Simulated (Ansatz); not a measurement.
## AlGa$_{3}$N$_{4}$: moving N off its site

AlGa$_{3}$N$_{4}$, P-43m, a = 4.465 Å. The structure is a Materials Project entry; whether it is the stable form wasn't checked. Ansatz: r2SCAN, PAW, 500 eV, Γ-centred 6×6×6 mesh on 8 atoms, Gaussian smearing 0.05 eV; no spin polarisation.

```yaml
crystal:
  lattice:
    - [4.46534, 0.00000, 0.00000]
    - [0.00000, 4.46534, 0.00000]
    - [0.00000, 0.00000, 4.46534]
  atoms:
    - { symbol: Al, position: [0.00000, 0.00000, 0.00000] }
    - { symbol: Ga, position: [0.50000, 0.50000, 0.00000] }
    - { symbol: Ga, position: [0.50000, 0.00000, 0.50000] }
    - { symbol: Ga, position: [0.00000, 0.50000, 0.50000] }
    - { symbol: N, position: [0.75535, 0.75535, 0.24465] }
    - { symbol: N, position: [0.75535, 0.24465, 0.75535] }
    - { symbol: N, position: [0.24465, 0.75535, 0.75535] }
    - { symbol: N, position: [0.24465, 0.24465, 0.24465] }
```

Atom 5 (N) moves by x along the unit vector (0.000, 0.707, -0.707), with its periodic images; all else is held. y is the free energy of the cell over the start, F the force along the path summed over the moved atoms.

```tsv
x (Å)	y (meV)	F (eV/Å)
-0.3000	?	?
-0.2250	507.0	4.66
-0.1500	221.1	2.99
-0.0750	54.6	1.46
0.0000	0.0	0.00
0.0750	54.8	-1.47
0.1500	221.8	-3.00
0.2250	508.7	-4.68
0.2625	700.9	-5.58
0.3000	928.2	-6.55
```

Task: Fit y = c2 x² + c3 x³ + c4 x⁴ to the energies of the other rows, give the force constant, and predict energy and force of the missing row.

Result: Least squares on the rows shown. y = 9695.9 x² + 75.381 x³ + 6613.4 x⁴. The force constant is 2 c2 = 19.4 eV/Å² (for all images moving together, not for a lone atom). The force −dy/dx at the missing row is 6.51 eV/Å (computed 6.52). At x = -0.3000 the fit asked for gives 924.2 meV. The run gave 924.8 meV, so the fit is 0.6 meV too low, a small miss on the scale of the series.

Cost: 10 runs of about 7.7 core-minutes in all, on Arm Neoverse V2 (shared hosts).

Nitrogen sits in a single, stiff well along this path, and the well is almost symmetric. The geometry explains this: the site is tetrahedral, with one Al and three Ga neighbours, and the displacement runs nearly along the line that shortens the Al–N bond while stretching one Ga–N bond, or the reverse. The other two Ga–N bonds lie almost perpendicular to it. With four identical cations, a mirror plane would make the curve exactly even, so the small cubic term measures only the difference between Al and Ga. The energy is slightly higher on the positive side at every matched pair, which suggests that squeezing N against Al costs a little more than squeezing it against Ga, in keeping with the shorter, more polar Al–N bond. The positive quartic term reflects short-range repulsion, which stiffens the well in both directions because one bond is always compressed. Since both kinds of bond are strained together, the force constant doesn't give separate Al–N and Ga–N stiffnesses.
